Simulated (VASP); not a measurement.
# NaCl (Fm-3m) in VASP: a series of runs, part 2 of 2

VASP 6.6.1. The steps go on from the part before.

## 4. Vibrations by finite differences, PBE

This run uses another cell than the first one, of 19.20 Å³/atom, 0.865 times its volume.

INCAR

```
SYSTEM = NaCl
PREC = Accurate
ENCUT = 350
EDIFF = 1E-8
ISMEAR = 0
SIGMA = 0.02
LREAL = .FALSE.
LASPH = .TRUE.
NELM = 80
ALGO = Normal
ISIF = 3
LWAVE = .FALSE.
LCHARG = .FALSE.
GGA = PE
IBRION = 6
NFREE = 2
POTIM = 0.015
NSW = 1
```

KPOINTS

```
regular mesh
0
G
  10 10 10
  0 0 0
```

POSCAR

```
NaCl                                    
1.0
    0.0000000000      2.6775230711      2.6775230711
    2.6775230711      0.0000000000      2.6775230711
    2.6775230711      2.6775230711      0.0000000000
  Na              Cl            
     1     1
Direct
     0.0000000000000000    1.0000000000000000    0.0000000000000000
     0.5000000000000000    0.5000000000000000    0.5000000000000000
```

Potentials or basis: VASP PAW PBE potentials, release 64 (Na_pv, Cl).

Command:

```
$ cat potpaw_PBE.64/Na_pv/POTCAR potpaw_PBE.64/Cl/POTCAR > POTCAR
$ mpirun -np 1 vasp_std > vasp.out
```

OUTCAR:

```text
SYSTEM = NaCl
   PREC = Accurate
   ENCUT = 350
   EDIFF = 1E-8
   ISMEAR = 0
   LREAL = .FALSE.
   LASPH = .TRUE.
   NELM = 80
   ISIF = 3
   GGA = PE
   IBRION = 6
   NFREE = 2
   POTIM = 0.015
   NSW = 1

 ion  position               nearest neighbor table
   1  0.000  0.000  0.000-   2 2.68   2 2.68   2 2.68   2 2.68   2 2.68   2 2.68
   2  0.500  0.500  0.500-   1 2.68   1 2.68   1 2.68   1 2.68   1 2.68   1 2.68

  LATTYP: Found a face centered cubic cell.
 ALAT       =     5.3550461422

  Lattice vectors:

 A1 = (   0.0000000000,   2.6775230711,   2.6775230711)
 A2 = (   2.6775230711,   0.0000000000,   2.6775230711)
 A3 = (   2.6775230711,   2.6775230711,   0.0000000000)

Analysis of symmetry for initial positions (statically):
=====================================================================
 Subroutine PRICEL returns:
 Original cell was already a primitive cell.

 Routine SETGRP: Setting up the symmetry group for a
 face centered cubic supercell.

 Subroutine GETGRP returns: Found 48 space group operations
 (whereof 48 operations were pure point group operations)
 out of a pool of 48 trial point group operations.

The static configuration has the point symmetry O_h .

Analysis of symmetry for dynamics (positions and initial velocities):
=====================================================================
 Subroutine PRICEL returns:
 Original cell was already a primitive cell.

 Routine SETGRP: Setting up the symmetry group for a
 face centered cubic supercell.

 Subroutine GETGRP returns: Found 48 space group operations
 (whereof 48 operations were pure point group operations)
 out of a pool of 48 trial point group operations.

The dynamic configuration has the point symmetry O_h .

 Subroutine INISYM returns: Found 48 space group operations
 (whereof 48 operations are pure point group operations),
 and found     1 'primitive' translations

----------------------------------------------------------------------------------------

                                     Primitive cell

  volume of cell :      38.3910

  direct lattice vectors                    reciprocal lattice vectors
     0.000000000  2.677523071  2.677523071    -0.186739754  0.186739754  0.186739754
     2.677523071  0.000000000  2.677523071     0.186739754 -0.186739754  0.186739754
     2.677523071  2.677523071  0.000000000     0.186739754  0.186739754 -0.186739754

  length of vectors
     3.786589441  3.786589441  3.786589441     0.323442742  0.323442742  0.323442742

  position of ions in fractional coordinates (direct lattice)
     0.000000000  0.000000000  0.000000000
[... 309 lines left out ...]

 number of electron      14.0000017 magnetization

 Free energy of the ion-electron system (eV)
  ---------------------------------------------------
  ext. energy  EPLUGINS =         0.00000000
  ---------------------------------------------------
  free energy    TOTEN  =        -6.63887092 eV

  energy without entropy =       -6.63887092  energy(sigma->0) =       -6.63887092

 E-fermi :   0.4340     XC(G=0):  -8.8526

 val. band max:        0.2752982010   @ k =   0.0000   0.0000   0.0000
 cond. band min:       6.0509320848   @ k =   0.0000   0.0000   0.0000
 fundamental gap:      5.7756338838
 Fermi energy:         0.4340025742

 k-point     1 :       0.0000    0.0000    0.0000
  band No.  band energies     occupation
      1     -20.2875      2.00000
      2     -20.2874      2.00000
      3     -20.2874      2.00000
      4     -12.7955      2.00000
      5       0.2752      2.00000
      6       0.2753      2.00000
      7       0.2753      2.00000
      8       6.0509      0.00000
      9      11.5152      0.00000
     10      11.5152      0.00000
     11      11.5152      0.00000
[... 309 lines left out ...]
 k-point    24 :       0.4000    0.3000    0.0000
  band No.  band energies     occupation
      1     -20.3241      2.00000
      2     -20.3009      2.00000
      3     -20.2994      2.00000
      4     -12.3055      2.00000
      5      -1.5831      2.00000
      6      -0.4368      2.00000
      7      -0.3344      2.00000
      8       8.6327      0.00000
      9       8.9165      0.00000
     10      11.4778      0.00000
     11      14.0253      0.00000

 [... further k-points ...]

------------------------ aborting loop because EDIFF is reached ----------------------------------------

  FORCE on cell =-STRESS in cart. coord.  units (eV):
  Direction    XX          YY          ZZ          XY          YZ          ZX
  --------------------------------------------------------------------------------------
  -------------------------------------------------------------------------------------
  Total        1.6025346      1.5983895      1.5983895     -0.0000000      0.0000000      0.0000000
  in kB       66.8787799     66.7057908     66.7057908     -0.0000000      0.0000000      0.0000000
  external PRESSURE =      66.7634538 kB  Pullay stress =       0.0000000 kB
[... 17 lines left out ...]
  FREE ENERGIE OF THE ION-ELECTRON SYSTEM (eV)
  ---------------------------------------------------
  free  energy   TOTEN  =        -6.6388709174 eV

  energy  without entropy=       -6.6388709174  energy(sigma->0) =       -6.63887092

 INTERNAL STRAIN TENSORS FROM STRAINED CELLS
 ============================================

 INTERNAL STRAIN TENSOR FOR ION    1 for displacements in x,y,z  (eV/Angst):
          X           Y           Z          XY          YZ          ZX
  --------------------------------------------------------------------------------
  x     0.00000    -0.00000     0.00000     0.00000     0.00000     0.00000
  y    -0.00000     0.00000    -0.00000     0.00000     0.00000     0.00000
  z     0.00000     0.00000     0.00000    -0.00000    -0.00000    -0.00000

 INTERNAL STRAIN TENSORS FROM DISPLACED ATOMS
 ============================================

 INTERNAL STRAIN TENSOR FOR ION    1 for displacements in x,y,z  (eV/Angst):
          X           Y           Z          XY          YZ          ZX
  --------------------------------------------------------------------------------
  x     0.00000     0.00000     0.00000     0.00000     0.00000     0.00000
  y     0.00000     0.00000     0.00000     0.00000     0.00000     0.00000
  z     0.00000     0.00000     0.00000     0.00000     0.00000     0.00000

 INTERNAL STRAIN TENSOR FOR ION    2 for displacements in x,y,z  (eV/Angst):
          X           Y           Z          XY          YZ          ZX
  --------------------------------------------------------------------------------
  x     0.00000     0.00000     0.00000     0.00000     0.00000     0.00000
  y     0.00000     0.00000     0.00000     0.00000     0.00000     0.00000
  z     0.00000     0.00000     0.00000     0.00000     0.00000     0.00000

 Eigenvectors and eigenvalues of the dynamical matrix
 ----------------------------------------------------

   1 f  =    7.003439 THz    44.003904 2PiTHz  233.609574 cm-1    28.963883 meV
             X         Y         Z           dx          dy          dz
      0.000000  0.000000  0.000000     0.000000    0.779772    0.000000
      2.677523  2.677523  2.677523     0.000000   -0.626063    0.000000
[... 21 lines left out ...]
   6 f/i=    0.010180 THz     0.063962 2PiTHz    0.339562 cm-1     0.042100 meV
             X         Y         Z           dx          dy          dz
      0.000000  0.000000  0.000000     0.000000    0.000000   -0.626063
      2.677523  2.677523  2.677523     0.000000    0.000000   -0.779772

--------------------------------------------------------------------------------------------------------

 ELASTIC MODULI CONTR FROM IONIC RELAXATION (kBar)
 Direction    XX          YY          ZZ          XY          YZ          ZX
 --------------------------------------------------------------------------------
 XX           0.0000      0.0000      0.0000      0.0000      0.0000      0.0000
 YY           0.0000      0.0000      0.0000      0.0000      0.0000      0.0000
 ZZ           0.0000      0.0000      0.0000      0.0000      0.0000      0.0000
 XY           0.0000      0.0000      0.0000      0.0000      0.0000      0.0000
 YZ           0.0000      0.0000      0.0000      0.0000      0.0000      0.0000
 ZX           0.0000      0.0000      0.0000      0.0000      0.0000      0.0000
 --------------------------------------------------------------------------------

 TOTAL ELASTIC MODULI (kBar)
 Direction    XX          YY          ZZ          XY          YZ          ZX
 --------------------------------------------------------------------------------
 XX        1059.1105    144.3951    144.3951      0.0000     -0.0000     -0.0000
 YY         144.3951   1059.1105    144.3951      0.0000      0.0000      0.0000
 ZZ         144.3951    144.3951   1059.1105     -0.0000      0.0000     -0.0000
 XY           0.0000      0.0000     -0.0000    127.1405      0.0000     -0.0000
 YZ          -0.0000      0.0000      0.0000      0.0000    127.1405      0.0000
 ZX          -0.0000      0.0000     -0.0000     -0.0000      0.0000    127.1405
 --------------------------------------------------------------------------------
```

OSZICAR:

```text
N       E                     dE             d eps       ncg     rms          rms(c)
DAV:   1     0.830976189699E+02    0.83098E+02   -0.61776E+03  1078   0.102E+03
DAV:   2    -0.635734072759E+00   -0.83733E+02   -0.78928E+02  1144   0.262E+02
DAV:   3    -0.671356100251E+01   -0.60778E+01   -0.60461E+01  1235   0.726E+01
[... 13 lines left out ...]
DAV:  12    -0.663887505516E+01    0.10277E-04   -0.96627E-06  2573   0.193E-02    0.759E-02
DAV:  13    -0.663887127317E+01    0.37820E-05   -0.69966E-06  2592   0.166E-02    0.235E-02
DAV:  14    -0.663887093493E+01    0.33825E-06   -0.12560E-06  2556   0.729E-03    0.278E-03
DAV:  15    -0.663887091970E+01    0.15228E-07   -0.84700E-08  2441   0.206E-03    0.213E-03
DAV:  16    -0.663887091740E+01    0.23024E-08   -0.38987E-09  1191   0.488E-04
  17 F= -.66388709E+01 E0= -.66388709E+01  d E =-.150195E-31
```

stdout:

```text
POSCAR found type information on POSCAR NaCl
 POSCAR found :  2 types and       2 ions
 scaLAPACK will be used
 LDA part: xc-table for (Slater+PW92), standard interpolation
 POSCAR, INCAR and KPOINTS ok, starting setup
 FFT: planning ... GRIDC
 FFT: planning ... GRID_SOFT
 FFT: planning ... GRID
 WAVECAR not read
 entering main loop
 Found     2 degrees of freedom:
 Adding 6 more for cell shape distortion
 Finite differences POTIM= 0.01500 DOF=   8
 bond charge predicted
 Finite differences progress:
 bond charge predicted
 Finite differences progress:
 bond charge predicted
 Finite differences progress:
 bond charge predicted
 Finite differences progress:
 bond charge predicted
 Finite differences progress:
 bond charge predicted
 Finite differences progress:
 bond charge predicted
 Finite differences progress:
 bond charge predicted
 Finite differences progress:
 bond charge predicted
 Finite differences progress:
 bond charge predicted
 Finite differences progress:
 bond charge predicted
 Finite differences progress:
 bond charge predicted
 Finite differences progress:
 bond charge predicted
 Finite differences progress:
 bond charge predicted
 Finite differences progress:
 bond charge predicted
 Finite differences progress:
 bond charge predicted
 Finite differences progress:
```

Run time: 2.2 min. Hardware: 1 thread of Intel Xeon 6975P-C (Granite Rapids), shared host; peak memory 0.23 GiB.

The run converged, but a check on its numbers failed (symmetry, net force, bounds or a known fault of this set-up), so they aren't taken as properties of the crystal.
